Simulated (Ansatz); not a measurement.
## Ge: relaxation of cell and atoms with PBEsol

The system is Ge.

```
Ge
1.0
     0.00000    2.88574    5.11566
     2.63050    0.00000    5.11566
     2.63050    2.88574    0.00000
Ge
4
Direct
  0.72649 0.27351 0.72649
  0.27351 0.72649 0.27351
  0.21813 0.21813 0.78187
  0.78187 0.78187 0.21813
```

This isn't the form of Ge at room conditions, which is diamond.

* Program: Ansatz 0.2.0
* Task: relaxation of cell and atoms
* Functional: PBEsol
* Potentials or basis: Ansatz PAW
* Cutoff: 420 eV (not typed: the program's choice for these potentials)
* k mesh: 7 × 7 × 7
* Occupations: fermi-dirac, width 0.05 eV
* Spin: no spin polarisation
* Target pressure: 20 GPa
* Target pressure (GPa): 20

```
Relaxed volume                                         : 15.45 Å³/atom
Relaxed cell                                           : a = 5.369 Å, b = 5.265 Å, c = 3.653 Å, α = 71.45°, β = 68.38°, γ = 40.17°
Space group after relaxing (to 0.05 Å)                 : Fmmm (No. 69)
Energy change on relaxing (the enthalpy is what falls) : +141.8 meV/atom
Ionic steps                                            : 9
Pressure after relaxing                                : 20.0 GPa
Largest force after relaxing                           : 0.009 eV/Å
Band gap on the k mesh                                 : none (metal or under the smearing width)
```

Forces on the atoms (eV/Å):
```
Ge   0.000 -0.009  0.000
Ge   0.000  0.009  0.000
Ge   0.000  0.000 -0.001
Ge   0.000  0.000  0.001
```

The path:
| step | energy change (eV) | largest force (eV/Å) | volume (Å³) |
| --- | --- | --- | --- |
| 1 | 0.0000 | 0.0429 | 77.67 |
| 2 | 0.1071 | 0.1537 | 67.44 |
| 3 | 0.7645 | 0.1812 | 60.46 |
| 4 | 0.5535 | 0.0216 | 61.98 |
| 5 | 0.5727 | 0.0196 | 61.79 |
| 6 | 0.5727 | 0.0305 | 61.75 |
| 7 | 0.5668 | 0.0223 | 61.79 |
| 8 | 0.5635 | 0.0094 | 61.81 |
| 9 | 0.5673 | 0.0094 | 61.81 |

Final structure:
```
Ge
1.0
     0.00000    2.68841    4.64729
     2.47370    0.00000    4.64729
     2.47370    2.68841    0.00000
Ge
4
Direct
  0.73337 0.26663 0.73337
  0.26663 0.73337 0.26663
  0.23206 0.23206 0.76794
  0.76794 0.76794 0.23206
```

Levels at points of the mesh, in eV from the Fermi level:
| k point | band 25 | band 26 | band 27 | band 28 | band 29 | band 30 | band 31 | band 32 |
| --- | --- | --- | --- | --- | --- | --- | --- | --- |
| (0.00, 0.00, 0.00) | -2.98 | -2.80 | -2.78 | -2.43 | -2.31 | 2.80 | 3.08 | 4.70 |

Run time: 64 s on 2 threads of Arm Neoverse V1 (shared host), peak memory 0.44 GiB.

Caveat: the volume moved by over 15 % at a fixed basis, so the end points are rough; the plane-wave basis is chosen anew once the cell has moved, so the energies of steps on either side of that aren't comparable; the PAW data sets come from PBE, with cores solved anew for the run's functional, which leaves a small shift of forces and pressure.
